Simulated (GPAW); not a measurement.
## AgBr (Fm-3m): G0W0 with GPAW, start to end

Aim: the G0W0 gap of AgBr (Fm-3m) on PBE, step by step.

Method: PBE and many-body steps on it, plane waves, in GPAW 26.7.0.

The database entry behind the starting cell differs from later determinations by our own check (about 0.6 % short of the room-temperature cell), so it need not match the best structure at ambient conditions.

### 1. The starting structure

The structure is cubic, space group Fm-3m (No. 225). The conventional cell has a = 5.740 Å, b = 5.740 Å, c = 5.740 Å, α = 90.00°, β = 90.00°, γ = 90.00°. Nearest to Ag lie 6 Br at 2.87 Å. Nearest to Br lie 6 Ag at 2.87 Å. Farther neighbours and most contacts between anions are not listed.

The cell and positions come from the Crystallography Open Database and are kept as given unless a step says otherwise.

### 2. Ground state

This step: GPAW 26.7.0; DFT, PBE, plane waves, PAW.

The ground-state density comes first.

Contents of run.py:

```python
import json
import numpy as np
from gpaw.mpi import world
from ase import Atoms
from gpaw import GPAW, PW, FermiDirac

atoms = Atoms(['Ag', 'Br'],
    cell=[[0.0000000000, 2.8701500000, 2.8701500000],
      [2.8701500000, 0.0000000000, 2.8701500000],
      [2.8701500000, 2.8701500000, 0.0000000000]],
    scaled_positions=[[0.0000000000, 0.0000000000, 0.0000000000],
      [0.5000000000, 0.5000000000, 0.5000000000]],
    pbc=(True, True, True))
calc = GPAW(mode=PW(450),
    xc='PBE',
    kpts={'size': (8, 8, 8), 'gamma': True},
    occupations=FermiDirac(0.001),
    nbands=-7,
    convergence={'density': 1e-6, 'bands': -3},
    maxiter=100,
    txt='gs.txt')
atoms.calc = calc
res = {'energy': atoms.get_potential_energy()}
kpts = calc.get_ibz_k_points()
res['kpts'] = kpts
res['eigenvalues'] = [calc.get_eigenvalues(kpt=k) for k in range(len(kpts))]
res['n_electrons'] = calc.get_number_of_electrons()
calc.write('gs.gpw')

if world.rank == 0:
    with open('result.json', 'w') as f:
        json.dump(res, f, default=lambda x: x.tolist())
```

On the command line:

```bash
> mpirun -n 8 gpaw python run.py
```

Numbers of over 12 decimals in the logs are rounded to 6 here.

Output:

```text
__  _  _
 | _ |_)|_||  |
 |__||  | ||/\| - 26.7.0

Input parameters:
  mode=PW(ecut=450.000000),
  convergence={'density': 1e-06, 'bands': -3},
  kpts=MonkhorstPack(size=(8, 8, 8), gamma=True),
  maxiter=100,
  nbands=-7,
  occupations=Occupations(name='fermi-dirac', width=0.001, fixmagmom=False),
  xc=XC(name='PBE')
  [... matrices ...]
Diagonalizing LCAO Hamiltonian
Converting LCAO to pw mode

                Br

       Ag

Atoms  # Å, Bohr magnetons
|   | symbol |        x |        y |        z |    initial magnetic moments |
| 0 |     Ag | 0.000000 | 0.000000 | 0.000000 | ( 0.0000,  0.0000,  0.0000) |
| 1 |     Br | 2.870150 | 2.870150 | 2.870150 | ( 0.0000,  0.0000,  0.0000) |

Unit cell  # Å
| periodic |        x |        y |        z |  lengths |    angles |
|      yes | 0.000000 | 2.870150 | 2.870150 | 4.059005 | 60.000000 |
|      yes | 2.870150 | 0.000000 | 2.870150 | 4.059005 | 60.000000 |
|      yes | 2.870150 | 2.870150 | 0.000000 | 4.059005 | 60.000000 |

Number of symmetries: 48
Symmetry operations  # r_c * U_cc + t_c -> r_c
|    | kind |            matrix            |
|  0 |  σ   |  1, 0, 0,  1, 0,-1,  1,-1, 0 |
|  1 |  C2  |  1, 0, 0,  1,-1, 0,  1, 0,-1 |
|  2 |  E   |  1, 0, 0,  0, 1, 0,  0, 0, 1 |
|  3 |  σ   |  1, 0, 0,  0, 0, 1,  0, 1, 0 |
|  4 |  C4  |  1, 0,-1,  1, 0, 0,  1,-1, 0 |
|  5 |  S6  |  1, 0,-1,  1,-1, 0,  1, 0, 0 |
|  6 |  σ   |  1, 0,-1,  0, 1,-1,  0, 0,-1 |
|  7 |  C3  |  1, 0,-1,  0, 0,-1,  0, 1,-1 |
|  8 |  S6  |  1,-1, 0,  1, 0, 0,  1, 0,-1 |
|  9 |  C4  |  1,-1, 0,  1, 0,-1,  1, 0, 0 |
| 10 |  C3  |  1,-1, 0,  0,-1, 1,  0,-1, 0 |
| 11 |  σ   |  1,-1, 0,  0,-1, 0,  0,-1, 1 |
| 12 |  σ   |  0, 1, 0,  1, 0, 0,  0, 0, 1 |
| 13 |  C4  |  0, 1, 0,  0, 1,-1, -1, 1, 0 |
| 14 |  C3  |  0, 1, 0,  0, 0, 1,  1, 0, 0 |
| 15 |  S6  |  0, 1, 0, -1, 1, 0,  0, 1,-1 |
| 16 |  C2  |  0, 1,-1,  1, 0,-1,  0, 0,-1 |
| 17 |  σ   |  0, 1,-1,  0, 1, 0, -1, 1, 0 |
| 18 |  S4  |  0, 1,-1,  0, 0,-1,  1, 0,-1 |
| 19 |  C4  |  0, 1,-1, -1, 1, 0,  0, 1, 0 |
| 20 |  C3  |  0, 0, 1,  1, 0, 0,  0, 1, 0 |
| 21 |  σ   |  0, 0, 1,  0, 1, 0,  1, 0, 0 |
| 22 |  S6  |  0, 0, 1,  0,-1, 1, -1, 0, 1 |
| 23 |  C4  |  0, 0, 1, -1, 0, 1,  0,-1, 1 |
| 24 |  S4  |  0, 0,-1,  1, 0,-1,  0, 1,-1 |
| 25 |  C3  |  0, 0,-1,  0, 1,-1,  1, 0,-1 |
| 26 |  C2  |  0, 0,-1,  0,-1, 0, -1, 0, 0 |
| 27 |  S6  |  0, 0,-1, -1, 0, 0,  0,-1, 0 |
| 28 |  S4  |  0,-1, 1,  1,-1, 0,  0,-1, 0 |
| 29 |  C4  |  0,-1, 1,  0, 0, 1, -1, 0, 1 |
| 30 |  C2  |  0,-1, 1,  0,-1, 0,  1,-1, 0 |
| 31 |  σ   |  0,-1, 1, -1, 0, 1,  0, 0, 1 |
| 32 |  C3  |  0,-1, 0,  1,-1, 0,  0,-1, 1 |
| 33 |  S6  |  0,-1, 0,  0, 0,-1, -1, 0, 0 |
| 34 |  S4  |  0,-1, 0,  0,-1, 1,  1,-1, 0 |
| 35 |  C2  |  0,-1, 0, -1, 0, 0,  0, 0,-1 |
| 36 |  C2  | -1, 1, 0,  0, 1, 0,  0, 1,-1 |
| 37 |  S6  | -1, 1, 0,  0, 1,-1,  0, 1, 0 |
| 38 |  S4  | -1, 1, 0, -1, 0, 1, -1, 0, 0 |
| 39 |  C3  | -1, 1, 0, -1, 0, 0, -1, 0, 1 |
| 40 |  S6  | -1, 0, 1,  0, 0, 1,  0,-1, 1 |
| 41 |  C2  | -1, 0, 1,  0,-1, 1,  0, 0, 1 |
| 42 |  C3  | -1, 0, 1, -1, 1, 0, -1, 0, 0 |
| 43 |  S4  | -1, 0, 1, -1, 0, 0, -1, 1, 0 |
| 44 |  C2  | -1, 0, 0,  0, 0,-1,  0,-1, 0 |
| 45 |  i   | -1, 0, 0,  0,-1, 0,  0, 0,-1 |
| 46 |  σ   | -1, 0, 0, -1, 1, 0, -1, 0, 1 |
| 47 |  C2  | -1, 0, 0, -1, 0, 1, -1, 1, 0 |

BZ-sampling:
  Number of BZ points: 512
  Number of IBZ points: 29

  Monkhorst-Pack size: [8, 8, 8]
  Monkhorst-Pack shift: [0.0625, 0.0625, 0.0625]

K-points  # in reciprocal-cell coordinates
|     |                                coordinates |     weight |
|   0 | (  0.00000000,   0.00000000,   0.00000000) | 0.00195312 |
|   1 | (  0.12500000,   0.12500000,   0.00000000) | 0.01171875 |
|   2 | (  0.12500000,   0.12500000,   0.12500000) | 0.01562500 |
|   3 | (  0.25000000,   0.12500000,   0.12500000) | 0.02343750 |
|   4 | (  0.25000000,   0.25000000,   0.00000000) | 0.01171875 |
|   5 | (  0.25000000,   0.25000000,   0.12500000) | 0.04687500 |
|   6 | (  0.25000000,   0.25000000,   0.25000000) | 0.01562500 |
|   7 | (  0.37500000,   0.25000000,  -0.37500000) | 0.04687500 |
|   8 | (  0.37500000,   0.25000000,   0.12500000) | 0.04687500 |
|   9 | (  0.37500000,   0.25000000,   0.25000000) | 0.04687500 |
| ... |                                            |            |
|  28 | (  0.50000000,   0.50000000,   0.50000000) | 0.00781250 |

Plane wave coefficients: 1036
Cutoff: 450.000000 eV

Spin-components: 1 (collinear spins)
Bands:           19
Projectors:      11
Spin-degeneracy: 2
Datatype:        complex128

  Storage: CPU
  Wave functions: 8_507_440 bytes (1_063_430 per core)
  Projectors: 9_850_720 bytes (1_231_340 per core)
  [... matrices ...]
Parallelization:
  kpt:    8
  domain: 1
  band:   1

Density:
  Valence electrons: 24.0
  Components: 1
  Grid points: [20 20 20]
  Charge: 0.0  # |e|

Potential:
  Grid points: [20 20 20]

species:
  Ag:
    name:    Silver
    Z:       47.0
    valence: 17
    core:    30
    charge:  0.0  # [|e|]
    compensation charges:
      type: gauss
      rc: 0.40  # [Å]
      lmax: 2
    cutoffs:
      filter: 2.35  # [Å]
      core: 2.19  # [Å]
    projectors
    | kind |    occ | energy [eV] | rcut [Å] |
    |   5s |  1.000 |      -4.401 |    1.286 |
    |   4p |  6.000 |     -58.577 |    1.328 |
    |   5p |  0.000 |      -0.738 |    1.328 |
    |   4d | 10.000 |      -7.446 |    1.180 |
    |    s |        |      22.811 |    1.286 |
    |    d |        |      19.766 |    1.180 |

    Using partial waves for Ag as LCAO basis

  Br:
    name:    Bromine
    Z:       35.0
    valence: 7
    core:    28
    charge:  0.0  # [|e|]
    compensation charges:
      type: gauss
      rc: 0.35  # [Å]
      lmax: 2
    cutoffs:
      filter: 1.98  # [Å]
      core: 2.38  # [Å]
    projectors
    | kind |    occ | energy [eV] | rcut [Å] |
    |   4s |  2.000 |     -20.121 |    1.111 |
    |   4p |  5.000 |      -7.861 |    1.111 |
    |    s |        |       7.091 |    1.111 |
    |    p |        |      19.351 |    1.111 |
    |    d |        |       0.000 |    1.111 |

    Using partial waves for Br as LCAO basis

Reference energy: -215500.074083  # eV

eigensolver:
  PPCG
  Converge bands: -3
  niter=2

density mixing:
  MSR1-Mixer
  Pratt-step length: 0.05
  Maximum mixing coefficient: 0.75
  Old densities: 10
  SVD Regularization: 0.005
  Good broyden scale: 1.0
  Trust region scale: 1.0
  Backstep threshold: 4.0
  History deletion threshold: 6.0
  Fourier metric: weight=20.0, sigma=0.015

occupation numbers:
  Fermi-Dirac:
    width: 0.0010  # eV

poisson solver:
  ecut: 3600.000000  # eV

xc functional:
  name: PBE with 2 nearest neighbor stencil

Initialization done in: 1.821 s

convergence criteria:
- Maximum integral of absolute [dens]ity change: 1e-06 electrons / valence electron
- Maximum [total energy] change in last 3 cyles: 0.0005 eV / valence electron
- Maximum integral of absolute [eigenst]ate change: 4e-08 eV^2 / valence electron
maximum number of iterations: 100

SCF iterations
|iter     |     time |      energy | eigst |  dens |
|iter:   1|  |   -5.173775 | +0.75 |       |
|iter:   2|  |   -5.150293 | -1.35 | -1.61 |
|iter:   3|  |   -5.072455 | -2.04 | -1.65 |
|iter:   4|  |   -5.072012 | -3.93 | -2.10 |
|iter:   5|  |   -5.072045c| -4.21 | -2.52 |
|iter:   6|  |   -5.072077c| -5.64 | -3.19 |
|iter:   7|  |   -5.072082c| -6.47 | -3.75 |
|iter:   8|  |   -5.072082c| -7.84c| -4.98 |
|iter:   9|  |   -5.072082c| -8.21c| -5.46 |
|iter:  10|  |   -5.072082c| -9.32c| -6.60c|

Converged in 10 steps
SCF loop duration: 1.175 s (0.118 s/step)
Energy contributions relative to reference atoms: (reference = -215500.074083)
  [... matrices ...]
Energy contributions:
  Kinetic:          12.349639
  Coulomb:         -11.725633
  Zero:              0.021992
  External:          0.000000
  Xc:               -5.718079
  Entropy:          -0.000000
  Spinorbit:         0.000000
  ----------------------------
  Free energy:      -5.072082
  Extrapolated:     -5.072082

dipole moment: (-17.529007, -17.529007, -17.529007)  # |e|*Ang

Fermi level: 4.568
Eigenvalues  # (at kpt = [0.000, 0.000, 0.000])
| band index |      eig [eV] | occ [0-2] |
|          0 |       -49.475 |     2.000 |
|        ... |               |           |
|          4 |         1.374 |     2.000 |
|          5 |         1.374 |     2.000 |
|          6 |         1.374 |     2.000 |
|          7 |         1.375 |     2.000 |
|          8 |         1.375 |     2.000 |
|          9 |         2.213 |     2.000 |
|         10 |         2.213 |     2.000 |
|         11 |         2.213 |     2.000 |
|         12 |         4.828 |     0.000 |
|         13 |        14.096 |     0.000 |
|         14 |        14.096 |     0.000 |
|         15 |        14.096 |     0.000 |
|         16 |        15.360 |     0.000 |
|         17 |        16.012 |     0.000 |
|         18 |        16.012 |     0.000 |

Gap: 0.655 eV
Transition (v -> c):
  (s=0, k=28, n=11, [0.50, 0.50, 0.50]) -> (s=0, k=0, n=12, [0.00, 0.00, 0.00])
Direct/indirect transitions are different
Direct gap: 2.615 eV
Transition at: (s=0, k=0, n=11, [0.00, 0.00, 0.00])
# Writing to gs.gpw (mode='')
  [... matrices ...]
```

The job ended after 4.7 s (8 MPI ranks of Intel Xeon Platinum 8488C (Sapphire Rapids), shared host; peak memory 1.2 GiB; 35 s of CPU time).

Numbers from this step:

| Item | Value |
| --- | --- |
| total energy | -5.072 eV |
| gap | 0.6548 eV |
| k of the valence top | 0.5, 0.5, 0.5 |
| k of the conduction bottom | 0, 0, 0 |
| least direct gap | 2.615 eV |

The gap is indirect, with the least direct gap 1.96 eV higher.

### 3. Empty states on the mesh, 6×6×6 mesh, 713 bands

The sums over transitions need many empty states on a uniform mesh; this step solves for them.

Contents of run.py:

```python
import json
import numpy as np
from gpaw.mpi import world
from gpaw import GPAW

calc = GPAW('gs.gpw').fixed_density(kpts={'size': (6, 6, 6), 'gamma': True},
    parallel={'domain': 1, 'band': 1},
    txt='nscf.txt')
calc.diagonalize_full_hamiltonian(nbands=713)
calc.write('full.gpw', mode='all')
res = {}
kpts = calc.get_ibz_k_points()
res['kpts'] = kpts
res['eigenvalues'] = [calc.get_eigenvalues(kpt=k) for k in range(len(kpts))]
res['n_electrons'] = calc.get_number_of_electrons()

if world.rank == 0:
    with open('result.json', 'w') as f:
        json.dump(res, f, default=lambda x: x.tolist())
```

On the command line:

```bash
> mpirun -n 8 gpaw python run.py
```

Output:

```text
Diagonalizing LCAO Hamiltonian
Converting LCAO to pw mode
convergence criteria:
- Maximum integral of absolute [eigenst]ate change: 4e-08 eV^2 / valence electron
maximum number of iterations: 100

SCF iterations
|iter     |     time |      energy | eigst |  dens |
|iter:   1|  |             | +0.76 |       |
|iter:   2|  |             | -1.06 |       |
|iter:   3|  |             | -2.98 |       |
|iter:   4|  |             | -4.62 |       |
|iter:   5|  |             | -5.95 |       |
|iter:   6|  |             | -7.22 |       |
|iter:   7|  |             | -8.20c|       |
SCF steps: 7
  __  _  _
 | _ |_)|_||  |
 |__||  | ||/\| - 26.7.0

Input parameters:
  mode=PW(ecut=450.000000),
  convergence={'density': 1e-06, 'bands': -3},
  gpts=array([20, 20, 20]),
  kpts=MonkhorstPack(size=(6, 6, 6), gamma=True),
  maxiter=100,
  nbands=19,
  occupations=Occupations(name='fermi-dirac', width=0.001, fixmagmom=False),
  parallel={'domain': 1, 'band': 1},
  xc=XC(name='PBE')
Matrix size: 1002x1002
# Writing to full.gpw (mode='all')
  [... matrices ...]

timing:  # [seconds]
  Total: 2.507  # ━━━━━━━━━━━━━━━━━━━━━━━━━━━━━━━━━━━━━━━━━━━━━━━━━━━━━━━━━━━
```

It took 6.5 s on 8 MPI ranks; peak memory 2 GiB; 50 s of CPU time.

Numbers from this step:

- gap: 0.6548 eV
- k of the valence top: 0.5, 0.5, 0.5
- k of the conduction bottom: 0, 0, 0
- least direct gap: 2.615 eV
- k points computed: 16
- lowest point of the top converged band, above the valence top: 336.6302 eV

On this mesh the gap is 0.655 eV.

### 4. Screening and self-energy, 6×6×6 mesh, 115 bands, screening to 105 eV

G0W0 replaces the xc potential by the self-energy, built once from these orbitals. Only a window of levels is corrected, while the sums run over the empty bands that the input names.

This step: G0W0 on PBE, plane waves, PAW.

Contents of run.py:

```python
import json
import numpy as np
from gpaw.mpi import world
from gpaw.response.g0w0 import G0W0

gw = G0W0('full.gpw',
    filename='gw',
    kpts=[0, 15],
    bands=(10, 14),
    ecut=105,
    nbands=115,
    integrate_gamma='WS',
    ppa=True)
gw.calculate()
res = {mode: {k: v for k, v in r.items() if k != 'sigma_eskwn'}
       for mode, r in gw.all_results.items()}

if world.rank == 0:
    with open('result.json', 'w') as f:
        json.dump(res, f, default=lambda x: x.tolist())
```

On the command line:

```bash
> mpirun -n 8 gpaw python run.py
```

Output:

```text
Using integrator: PointIntegrator
FrequencyGridDescriptor(from 0.000+0.000j to 0.000+27.211j eV, 2 points)
Nonperiodic BCs:  [False False False]
Using integrator: PointIntegrator
FrequencyGridDescriptor(from 0.000+0.000j to 0.000+27.211j eV, 2 points)
Nonperiodic BCs:  [False False False]
  ___  _ _ _
 |   || | | |
 | | || | | |
 |__ ||_____|
 |___|

BZ k-points: Symmetries present (total): 48

  [... matrices ...]
216 k-points: 6 x 6 x 6 Monkhorst-Pack grid + [1/12,1/12,1/12]
16 k-points in the irreducible part of the Brillouin zone
       k-points in crystal coordinates                weights
   0:     0.00000000    0.00000000    0.00000000          1/216
   1:     0.16666667    0.16666667    0.00000000          6/216
   2:     0.16666667    0.16666667    0.16666667          8/216
   3:     0.33333333    0.16666667    0.16666667         12/216
   4:     0.33333333    0.33333333   -0.33333333         12/216
   5:     0.33333333    0.33333333    0.00000000          6/216
   6:     0.33333333    0.33333333    0.16666667         24/216
   7:     0.33333333    0.33333333    0.33333333          8/216
   8:     0.50000000    0.33333333   -0.33333333         24/216
   9:     0.50000000    0.33333333   -0.16666667         12/216
          ...
  15:     0.50000000    0.50000000    0.50000000          4/216

Distributing spins, k-points and bands (1 x 2 x 4) over 8 processes
Number of blocks: 1

Quasi particle states:
k-points (IBZ indices): [0, 15]
Band range: (10, 14)
  [... matrices ...]
Computational parameters:
Plane wave cut-off: 105 eV
Number of bands: 115
Coulomb cutoff: None
Broadening: 0.1 eV

fxc modes: GW
Kernel: RPA
Using Godby-Needs plasmon-pole approximation:
  Fitting energy: i*E0, E0 = 1.000 Hartree
Summing all q:

Calculating screened Coulomb potential
No Coulomb truncation
FrequencyGridDescriptor(from 0.000+0.000j to 0.000+27.211j eV, 2 points)
Removing empty qpoint cache files...

Calculating chi0 body with:
    Ground state adapter containing:
    Number of spins: 1
    Number of kpoints: 216
    Number of irreducible kpoints: 16
    Number of completely occupied states: 12
    Number of partially occupied states: 12
    Occupied states memory: 1.46484375 M / cpu

    Linear response parametrization:
    q_c: [1.3877787807814457e-17, 1.3877787807814457e-17, 1.3877787807814457e-17]
    Number of frequency points: 2
    Planewave cutoff: 105.0
    Number of bands: 115
    Number of planewaves: 113
    Broadening (eta): 1e-06
    comm.size: 8
    kncomm.size: 8
    blockcomm.size: 1

    Memory estimate of potentially large arrays:
        chi0_wGG: 0.389679 M / cpu
Integrating chi0 body.

Symmetries of q_c:
    Direct symmetries (Uq -> q): 48
    Indirect symmetries (TUq -> q): 0
In total 48 allowed symmetries.

  [... matrices ...]
16 groups of equivalent kpoints. 92.592593% reduction.

Integral kind: response function
Integrating chi0 head and wings.

Symmetries of q_c:
    Direct symmetries (Uq -> q): 48
    Indirect symmetries (TUq -> q): 0
In total 48 allowed symmetries.

  [... matrices ...]
16 groups of equivalent kpoints. 92.592593% reduction.

Integral kind: response function wings

Calculating chi0 body with:
    Ground state adapter containing:
    Number of spins: 1
    Number of kpoints: 216
    Number of irreducible kpoints: 16
    Number of completely occupied states: 12
    Number of partially occupied states: 12
[... the further q-points ...]

Results:
f:      Occupation numbers
eps:     KS-eigenvalues [eV]
vxc:     KS vxc [eV]
exx:     Exact exchange [eV]
sigma:   Self-energies [eV]
dsigma:  Self-energy derivatives
Z:       Renormalization factors
qp:      QP-energies [eV]

k-point 0 (0): (0.000, 0.000, 0.000)                GW
band       f     eps     vxc     exx   sigma  dsigma       Z      qp
                                                                   GW
  10   1.000   2.213 -16.235 -19.686   2.471  -0.237   0.808   1.421
  11   1.000   2.213 -16.235 -19.686   2.471  -0.237   0.808   1.421
  12   0.000   4.828 -12.694  -8.782  -3.461  -0.210   0.827   5.200
  13   0.000  14.096 -13.102  -8.186  -4.288  -0.210   0.826  14.615

k-point 1 (15): (0.500, 0.500, 0.500)                GW
band       f     eps     vxc     exx   sigma  dsigma       Z      qp
                                                                   GW
  10   1.000   4.173 -24.275 -28.441   3.552  -0.254   0.798   3.683
  11   1.000   4.173 -24.275 -28.441   3.552  -0.254   0.798   3.683
  12   0.000   7.885  -9.994  -6.010  -3.765  -0.227   0.815   8.065
  13   0.000  10.753 -16.333 -10.194  -4.856  -0.271   0.787  11.762
```

The job ended after 46 s (8 MPI ranks; peak memory 2.4 GiB; 6.1 min of CPU time).

This step gave:

- G0W0 gap on the points computed: 1.517 eV
- least direct G0W0 gap on the computed points: 3.780 eV
- Z at the valence top: 0.7975
- Z at the conduction bottom: 0.8265
- starting gap on the mesh: 0.6548 eV
- k of the valence top: 0.5, 0.5, 0.5
- k of the conduction bottom: 0, 0, 0

The gap on the mesh goes from 0.65 eV to 1.52 eV, a correction of +0.86 eV.

Limits: finite bands, cutoff and mesh; d shell near the gap, gap tends to lie low; no spin-orbit coupling. v1 is the top filled band, c1 the lowest empty one. Levels before and after the correction, in eV, zero at the valence-band top of each column:

```tsv
	conduction bottom	valence top
Kohn-Sham	0.65	0.00
G0W0	1.52	0.00
```

```tsv
	level	energy (eV)
Kohn-Sham	Γ v2-v1	-1.960
Kohn-Sham	Γ c1	0.655
Kohn-Sham	Γ c2	9.923
Kohn-Sham	(0.5 0.5 0.5) v2-v1	0.000
Kohn-Sham	(0.5 0.5 0.5) c1	3.713
Kohn-Sham	(0.5 0.5 0.5) c2	6.581
G0W0	Γ v2-v1	-2.262
G0W0	Γ c1	1.517
G0W0	Γ c2	10.932
G0W0	(0.5 0.5 0.5) v2-v1	0.000
G0W0	(0.5 0.5 0.5) c1	4.382
G0W0	(0.5 0.5 0.5) c2	8.080
```

### 5. Where the time went

Times are wall times on 8 MPI ranks of Intel Xeon Platinum 8488C (Sapphire Rapids), shared host, good to a factor of about two.

```tsv
step	time	share	memory (GiB)
ground state	4.7 s	8 %	1.2
empty states on the mesh	6.5 s	11 %	2.0
screening and self-energy	46 s	80 %	2.4
```

### 6. What came out

| Quantity | Value |
| --- | --- |
| PBE gap | 0.65 eV, indirect |
| G0W0 gap on the mesh | 1.52 eV |
| GW settings | 6×6×6 mesh, 115 bands, screening to 105 eV, Godby-Needs plasmon pole |
| known limits | not at the basis limit; d shell near the gap, gap tends to lie low; no spin-orbit coupling |

**Reading.** G0W0 moves the gap on the mesh from 0.65 eV to 1.52 eV (+0.86 eV), with Z of 0.80 and 0.83 at the edges. Only 2 of the mesh's irreducible points were corrected, so a valley elsewhere could overtake. The dearest step here is «screening and self-energy». Bands and cutoff are finite, so the gap is not at the basis limit. The miss can reach some tenths of an eV and take either sign; the mesh is an error of its own. These stock PAW sets were not made for GW; the filled d or f shell of Br lies in the frozen core, which bears on start and correction. In the G0W0 run levels were corrected at 2 k points alone, so a gap called «on the mesh» is the least over those, and an edge elsewhere would be missed. A d shell, filled or nearly so, lies near the gap. One-shot GW converges very slowly in bands there, not always from below, and on a semilocal start the gap tends to come out low; starts rich in exact exchange can overshoot instead. The many-body steps are scalar-relativistic: spin-orbit coupling is not in them.

[Paths, hosts, dates, memory and timing lines, banners, echoed tables and standing remarks are left out of the program output.]

[Logs are printed without paths, hosts, clocks, repeated set-up lines and the standing remarks that a program may print on its own settings, such as how far it seeks lower states.]

[Runs of the session that timed out or met a known fault of the program may be left out.]

[Hosts, paths, dates, database ids (printed as entryN), source tags and the programs' standing remarks are cut or masked in the printed files.]
